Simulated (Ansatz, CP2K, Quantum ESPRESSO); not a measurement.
# MoS2: 3 runs at one level of theory

```
Mo S
1.0
     3.18454    0.00000    0.00000
    -1.59227    2.75789    0.00000
     0.00000    0.00000   21.67053
Mo S
2 4
Direct
  0.33333 0.66667 0.85116
  0.66667 0.33333 0.14884
  0.66667 0.33333 0.77963
  0.33333 0.66667 0.07725
  0.66667 0.33333 0.92275
  0.33333 0.66667 0.22037
```

Measurements of this composition are mostly on another form, of space group No. 194.

The cell holds a layer with vacuum beside it, so values per volume hang on the cell's height.

Alike in all runs: task band structure; functional LDA; k mesh 10 × 10 × 2; occupations fermi-dirac, width 0.05 eV; no spin polarisation; no spin-orbit coupling. LDA stands for any of its common fits. Gaps are the smaller of the mesh's and the band path's.

```csv
program and potentials,plane-wave cutoff (eV),notes,band gap (eV),largest force (eV/Å)
"Ansatz, Ansatz PAW",420,"potentials made for PBE, which Ansatz adapts in part",1.23,0.379
"CP2K, GTH_POTENTIALS Mo GTH-PADE-q14, S GTH-PADE-q6; TZVP-MOLOPT-PBE-GTH basis",-,atomic basis,1.24,0.053
"Quantum ESPRESSO, GBRV 1.5 LDA",612,-,?,?
```

Question: Estimate from the other rows what the run with Quantum ESPRESSO, GBRV 1.5 LDA gave.

Answer: Band gap 1.23 eV; largest force 0.376 eV/Å. The other rows, which needn't bracket it: band gap 1.23 to 1.24; largest force 0.053 to 0.379.
